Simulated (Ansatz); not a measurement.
The system is TiTe.

```
CELL_PARAMETERS angstrom
0.00000 3.05007 3.05007
3.05007 0.00000 3.05007
3.05007 3.05007 0.00000
ATOMIC_POSITIONS crystal
Ti 0.50000 0.50000 0.50000
Te 0.00000 0.00000 0.00000
```

The cell comes from a database or a generator and needn't be the stable form of this composition.

Base run:

```yaml
Program: Ansatz 0.2.0
Functional: r2SCAN
Potentials_or_basis: Ansatz PAW
Cutoff: "500 eV (not typed: the program's choice for these potentials)"
k_mesh: 8 × 8 × 8
Occupations: fermi-dirac, width 0.05 eV
Spin: no spin polarisation
Hubbard_terms: Ti d U = 3 eV
```

Its results: band gap on the k mesh none (metal or under the smearing width); pressure -8.9 GPa.

Problem. After a change of settings the same cell gave: band gap on the k mesh none (metal or under the smearing width); pressure -8.1 GPa. Which change was it?
A. hubbard terms from Ti d U = 3 eV to Ti d U = 4 eV
B. hubbard terms from Ti d U = 3 eV to none; hubbard projectors from ortho-atomic (the default) to none
C. hubbard terms from Ti d U = 3 eV to Ti d U = 2 eV

Solution. A.

Caveats: U without spin polarisation on a metal has little footing; the PAW data sets come from PBE, with cores solved anew for the run's functional, which leaves a small shift of forces and pressure; the U is typed as a test and isn't derived for this compound.

Runs at the PBE level aren't shown here.
